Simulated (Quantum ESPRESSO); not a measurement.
Runs of Quantum ESPRESSO 7.5 on InP. It takes space group F-43m (No. 216, cubic). The conventional cell has a = 5.861 Å, b = 5.861 Å, c = 5.861 Å, α = 90.00°, β = 90.00°, γ = 90.00°. In (site symmetry -43m) has 4 P at 2.54 Å as nearest neighbours. Around P (site symmetry -43m) lie 4 In at 2.54 Å. 

```tsv
task	level	potentials or basis	form of the LDA correlation	gap on the mesh (eV)	pressure (GPa)	V0 of scaled cells (Å³/atom)	B0 (GPa)
equation of state	LDA	PseudoDojo 0.4.1 SR LDA standard	PW92	-	-	(a)	71
equation of state	PBEsol	PseudoDojo 0.4.1 SR PBEsol standard	-	-	-	25.43	67
band structure	LDA	PseudoDojo 0.4.1 SR LDA standard	PW92	0.49	(b)	-	-
band structure	PBEsol	PseudoDojo 0.4.1 SR PBEsol standard	-	(c)	0.7	-	-
```

Alike in all rows: no spin polarisation; cell as given; k mesh 8 × 8 × 8; cutoff (eV) 952; smearing fermi-dirac 0.05 eV.

Q: Fill in the values left out.

A: (a) 24.67; (b) -1.3; (c) 0.61.

Caveats: spin-orbit coupling is left out, which moves the levels of the heavy elements (some runs).

A k mesh can miss the band edges, and the runs leave out spin-orbit coupling on In.

Runs at the PBE level aren't shown here.
